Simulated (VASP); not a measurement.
Crystal: TiSe2.

```
Ti Se
1.0
     3.53600    0.00000    0.00000
    -1.76800    3.06227    0.00000
     0.00000    0.00000    6.00400
Ti Se
1 2
Direct
  0.00000 0.00000 0.00000
  0.33333 0.66667 0.25520
  0.66667 0.33333 0.74480
```

```yaml
Program: VASP 6.6.1
Task: relaxation of cell and atoms
Functional: PBE
Dispersion: D3(BJ)
Potentials_or_basis: VASP PAW PBE potentials, release 64 (Ti_sv, Se)
Cutoff: 600 eV
k_mesh: 12 × 12 × 6
Occupations: methfessel-paxton, width 0.1 eV
Spin: no spin polarisation
```

At the start: pressure -1.6 GPa; volume 21.67 Å³/atom.

Q: Where does the relaxation end?

A: Over 10 steps the energy falls by 7.6 meV/atom and the volume is 20.50 Å³/atom (-5.4 %); space group P-3m1 (No. 164, to 0.05 Å).

Step by step:
```tsv
step	energy change (eV)	largest force (eV/Å)	pressure (GPa)	volume (Å³)
1	0.0000	0.0905	-1.57	65.01
2	-0.0085	0.3343	0.77	63.04
3	-0.0091	0.2857	0.30	63.41
4	-0.0154	0.1559	0.07	62.97
5	-0.0171	0.0444	-0.12	62.60
6	-0.0193	0.0390	-0.05	62.32
7	-0.0226	0.0178	0.18	61.46
8	-0.0226	0.0158	0.20	61.41
9	-0.0222	0.0692	-0.44	61.77
10	-0.0227	0.0080	0.00	61.51
```

Final structure:
```
Ti Se
1.0
     3.48178    0.00000    0.00000
    -1.74089    3.01531    0.00000
     0.00000    0.00000    5.85864
Ti Se
1 2
Direct
  0.00000 0.00000 0.00000
  0.33333 0.66667 0.26539
  0.66667 0.33333 0.73461
```
